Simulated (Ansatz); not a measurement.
# CrO2: the band gap up the ladder of functionals

The task here is to estimate one member of a computed series from the others.

Program: Ansatz 0.2.0. PAW datasets, plane waves. Values at 0 K without nuclear motion; spin polarisation is off, and the phase may be a hypothetical one.

### The structure to begin with

The cell was relaxed beforehand with r2SCAN.

In-plane lattice: a = 2.599 Å, b = 2.599 Å, γ = 120.0°; thickness between the outer nuclei 2.29 Å. Cr has 6 O at 1.89 Å; O has 3 Cr at 1.89 Å.

As a file:

```
CELL_PARAMETERS angstrom
2.59923 0.00000 0.00000
-1.29962 2.25100 0.00000
0.00000 0.00000 28.81477
ATOMIC_POSITIONS crystal
Cr 0.33333 0.66667 0.31234
O 0.66667 0.33333 0.35208
O 0.66667 0.33333 0.27260
```
Periodic in the plane only; c spans the vacuum.

The first run:

Input file input.yaml:

```yaml
crystal:
  lattice:
    - [2.5992331896, 0.0, 0.0]
    - [-1.2996165948, 2.2510019725, 0.0]
    - [0.0, 0.0, 28.8147732808]
  atoms:
    - { symbol: Cr, position: [0.3333333333, 0.6666666667, 0.3123397818] }
    - { symbol: O, position: [0.6666666667, 0.3333333333, 0.3520772018] }
    - { symbol: O, position: [0.6666666667, 0.3333333333, 0.2726023618] }
  periodic: [true, true, false]
kpoints:
  mp_grid: { grid: [12, 12, 1] }
  band_path:
    path:
      - [0, 0, 0]
      - [0.5, 0, 0]
      - [0.3333333333333, 0.3333333333333, 0]
      - [0, 0, 0]
    npoints: 10
hamiltonian:
  xc: pbe
scf:
  occupations: { method: fermi_dirac, width: 0.02 }
  n_extra_bands: 4
output:
  forces: true
  stress: true
  eigenvalues: true
```

Command:

```sh
$ ansatz run input.yaml --threads 2 --pin off --max-ram 29491MiB --backend cpu --events-out ev --progress --plain --runs-dir out
```

Steps of the session up to this table: Band structure with PBE; r2SCAN at the same geometry; HSE06 at the same geometry; Single point with PBE0; Single point with LDA; LC-ωPBE; r2SCAN0.

One table of the session follows, with a row left open; its other results are not shown here.

```
  level  gap (eV)
    PBE      0.41
 r2SCAN         ?
  HSE06      0.94
   PBE0      1.64
    LDA      0.40
LC-ωPBE      5.39
r2SCAN0      1.65
```

Estimate the missing values for r2SCAN.

As computed: gap (eV): 0.43. In the column «gap (eV)» it lies between PBE (0.41) and HSE06 (0.94).

Meshes: PBE 12×12×1, r2SCAN 12×12×1, HSE06 9×9×1, PBE0 9×9×1, LDA 12×12×1, LC-ωPBE 9×9×1, r2SCAN0 9×9×1.

The gap runs from 0.40 eV (LDA) to 5.39 eV (LC-ωPBE). Against HSE06, PBE is short by 0.53 eV, at 44 % of it, and r2SCAN 45 %. PBE0 lies 0.70 eV above HSE06, which differs from it by screening the long-range exchange.

To keep in mind: Warnings in the runs' records: stress exchange threshold loose, stress scf threshold loose, xc potential rough in thin density.
